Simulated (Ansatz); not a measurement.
Ta2N:

```xyz
3
Lattice="3.1129 0.0000 0.0000 -1.5564 2.6958 0.0000 0.0000 0.0000 4.8698" Properties=species:S:1:pos:R:3 pbc="T T T"
Ta    0.0000    1.7972    1.2404
Ta    1.5564    0.8986    3.6294
N     0.0000    0.0000    0.0000
```

The cell comes from a database or a generator and needn't be the stable form of this composition.

Base run:

* Program: Ansatz 0.2.0
* Functional: revPBE
* Potentials or basis: Ansatz PAW
* Cutoff: 420 eV (not typed: the program's choice for these potentials)
* k mesh: 10 × 10 × 6
* Occupations: fermi-dirac, width 0.05 eV
* Spin: no spin polarisation

Its results: band gap on the k mesh none (metal or under the smearing width); pressure 1.5 GPa; largest force 0.062 eV/Å.

Problem. The run is repeated on the same cell with these changes: functional from revPBE to BLYP. What comes out?

Solution. Band gap on the k mesh none (metal or under the smearing width); pressure 7.9 GPa; largest force 0.433 eV/Å.

Caveats: spin-orbit coupling is left out, which moves the levels of the heavy elements; the PAW data sets come from PBE, with cores solved anew for the run's functional, which leaves a small shift of forces and pressure.
